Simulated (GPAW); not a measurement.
AlN:

```xyz
4
Lattice="3.1130 0.0000 0.0000 -1.5565 2.6959 0.0000 0.0000 0.0000 4.9810" Properties=species:S:1:pos:R:3 pbc="T T T"
Al    1.5565    0.8986    2.4905
Al    0.0000    1.7973    0.0000
N     1.5565    0.8986    4.3833
N     0.0000    1.7973    1.8928
```

Base run:

```yaml
Program: GPAW 26.7.0
Functional: r4SCAN
Potentials_or_basis: GPAW PAW data sets (gpaw-data 1.2.1)
Cutoff: 800 eV
Basis: pw
k_mesh: 7 × 7 × 4
Occupations: fermi-dirac, width 0.05 eV
Spin: no spin polarisation
```

Its results: band gap on the k mesh 4.88 eV, direct.

Task: The run is repeated on the same cell with these changes: functional from r4SCAN to optB88-vdW. What comes out?

Result: Band gap on the k mesh 4.45 eV, direct.
